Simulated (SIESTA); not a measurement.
Crystal: SiNi3.

```
Ni Si
1.0
     3.54200    0.00000    0.00000
     0.00000    3.54200    0.00000
     0.00000    0.00000    3.54200
Ni Si
3 1
Direct
  0.50000 0.50000 0.00000
  0.50000 0.00000 0.50000
  0.00000 0.50000 0.50000
  0.00000 0.00000 0.00000
```

Base run:

* Program: SIESTA 5.4.2
* Functional: vdW-DF-C09
* Potentials or basis: PseudoDojo 0.4 standard (PBE files)
* Basis: DZP (energy shift 0.003 Ry; two zetas on semicore shells)
* Grid cutoff: 800 Ry
* Energy shift: 0.003 Ry
* k mesh: 6 × 6 × 6
* Occupations: fermi-dirac, width 0.05 eV
* Spin: collinear spin, ferromagnetic start
* Starting moments: [1.0, 1.0, 1.0, 0.0] μB

Its results: band gap on the k mesh none (metal or under the smearing width); pressure -11.7 GPa; net moment 0.00 μB per cell.

Q: After a change of settings the same cell gave: band gap on the k mesh none (metal or under the smearing width); pressure -3.4 GPa; net moment 0.00 μB per cell. Which change was it?
A. functional from vdW-DF-C09 to PBE
B. functional from vdW-DF-C09 to VV10
C. functional from vdW-DF-C09 to vdW-DF-cx
D. functional from vdW-DF-C09 to vdW-DF2

A: B.

Caveats: short orbitals over semicore shells can move pressures by several GPa; the potentials were made for another functional, which shifts forces and pressure; the basis of atomic orbitals isn't converged, which shifts pressures, moduli and gaps; the non-local part is tabulated coarsely and may be off by about a percent (some runs).
